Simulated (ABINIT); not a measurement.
Write the native input for ABINIT 10.8.3 (patched build) that does the following.

```
Task                                            : equation of state
Functional                                      : HCTH407
Potentials or basis                             : JTH PAW PBE v2.0
Cutoff                                          : 544 eV
k mesh                                          : 13 × 13 × 13
Occupations                                     : fermi-dirac, width 0.05 eV
Spin                                            : no spin polarisation
Fine-grid cutoff                                : 1088.46 eV
Exchange and correlation inside the PAW spheres : full angular mesh (pawxcdev 0, this build's default; the released program takes 1)
```

Cu:

```
Cu
1.0
     0.00000    1.80750    1.80750
     1.80750    0.00000    1.80750
     1.80750    1.80750    0.00000
Cu
1
Cartesian
  0.0000 0.0000 0.0000
```

The input as run:

run.abi

```
# Datasets: one volume each
ndtset 7
getwfk -1
scalecart1 3*0.9795861087
scalecart2 3*0.9864848297
scalecart3 3*0.9932883884
scalecart4 3*1.0000000000
scalecart5 3*1.0066227096
scalecart6 3*1.0131594038
scalecart7 3*1.0196128224

# Pseudopotentials
pp_dirpath "./"
pseudos "Cu.GGA_PBE-JTH.xml"

# Structure
acell 4.8305009387 4.8305009387 4.8305009387
rprim
     0.0000000000     0.7071067812     0.7071067812
     0.7071067812     0.0000000000     0.7071067812
     0.7071067812     0.7071067812     0.0000000000
ntypat 1
znucl 29
natom 1
typat 1
xred
     0.0000000000     0.0000000000     0.0000000000

# Plane-wave basis
ecut 20.0
pawecutdg 40.0

# k points
kptopt 1
ngkpt 13 13 13
nshiftk 1
shiftk 0.0 0.0 0.0

# Exchange and correlation
ixc 27

# Bands and occupations
nband 14
occopt 3
tsmear 0.05 eV

# SCF cycle
nstep 100
tolvrs 1.0e-9

# Output
iomode 3
prtwf 1
prtden 0
prteig 0
prtebands 0
enunit 2
```

Potentials or basis: JTH PAW PBE v2.0.

The run is started by

```sh
$ abinit run.abi > log 2>&1
```

Results of the run:

```
Equilibrium volume                      : 11.95 Å³/atom
Bulk modulus                            : 127 GPa
Pressure derivative of the bulk modulus : 5.2 (rough: it moves with the points fitted)
```

Caveat: the cutoff is too short for stress, so the log's stress isn't used; pressures at fixed basis lie under the slope of the energies; the PAW data sets were made with another functional, which shifts forces and pressure a little.

Run time: 80 s on 1 thread of Intel(R) Xeon(R) 6975P-C (Granite Rapids), on a shared host, peak memory 0.14 GiB.
